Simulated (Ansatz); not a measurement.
A (111) slab of Si$_{2}$Ni (Fm-3m (No. 225)), 12 planes, outer planes Si (top) and Si (bottom), with 12 atoms (Si8Ni4) in a surface cell of A = 12.587 Å², as cut from the bulk:

```yaml
crystal:
  lattice:
    - [3.81230, 0.00000, 0.00000]
    - [-1.90615, 3.30155, 0.00000]
    - [0.00000, 0.00000, 25.89456]
  atoms:
    - { symbol: Si, position: [0.00000, 0.00000, 0.28964] }
    - { symbol: Ni, position: [0.66667, 0.33333, 0.31969] }
    - { symbol: Si, position: [0.33333, 0.66667, 0.34974] }
    - { symbol: Si, position: [0.66667, 0.33333, 0.40984] }
    - { symbol: Ni, position: [0.33333, 0.66667, 0.43990] }
    - { symbol: Si, position: [0.00000, 0.00000, 0.46995] }
    - { symbol: Si, position: [0.33333, 0.66667, 0.53005] }
    - { symbol: Ni, position: [0.00000, 0.00000, 0.56010] }
    - { symbol: Si, position: [0.66667, 0.33333, 0.59016] }
    - { symbol: Si, position: [0.00000, 0.00000, 0.65026] }
    - { symbol: Ni, position: [0.66667, 0.33333, 0.68031] }
    - { symbol: Si, position: [0.33333, 0.66667, 0.71036] }
```

These are results of Ansatz, DFT PBEsol, scalar-relativistic, plane waves, PAW, not measurements. Settings: cutoff 420 eV, Γ-centred mesh 9×9×1 on the computed 12-atom cell, Gaussian smearing of 0.10 eV; no spin polarisation.

Against the same 12 atoms in the bulk, the slab as cut lies 1.994 eV higher and the relaxed slab 1.892 eV higher. Bulk and slab both ran without spin polarisation, so these energies, and the surface energy and work of the cut from them, are those of a non-magnetic state, though Ni often carries moments.

(1) Work out the surface energy before and after relaxation.

(2) What is the ideal work of this cut, per area?

The slab was run without spin polarisation; whether its Ni atoms carry moments at the surface wasn't tested.

Results:

(1) The slab has two faces, so γ = (E_slab − N·E_bulk)/(2A), the mean of both. As cut: 1.994/(2 × 12.587) = 0.0792 eV/Å², and 1 eV/Å² = 16.02 J/m², so γ = 1.27 J/m². Relaxed: 1.892/(2 × 12.587) = 0.0752 eV/Å² = 1.20 J/m². Relaxation recovers 5 % of the cost of cutting.

(2) Griffith's ideal work is 2γ: 2.54 J/m² if the new faces stay rigid, 2.41 J/m² if they relax. Other cuts parallel to this plane can cost less. One thickness was run, 12 planes, so γ can still shift with it.

Most of the cost of this surface is set by the bonds cut, since relaxation lowers it from 1.27 to only 1.20 J/m². The cut runs between Si–Ni–Si trilayers and leaves each of them whole. Every outermost Si atom loses only the Ni neighbour along the surface normal, and the Ni just beneath loses a single Si neighbour. The Ni d–Si p bonding that holds the silicide together therefore largely survives, along with some weaker Si–Si contact lost across the gap. The remaining back bonds hold the outer Si in place, which probably explains the small relaxation energy.

A parallel cut inside a trilayer would sever more Ni–Si bonds, so bond counting suggests that the plane chosen here is the easier one to separate, though the energies given don't test this. Bulk NiSi₂ is known as a metal without local moments, its Ni d states lying mostly below the Fermi level, so spin polarisation would probably change the cost little. Reconstructions that need a larger surface cell could lower the energy further and remain open.
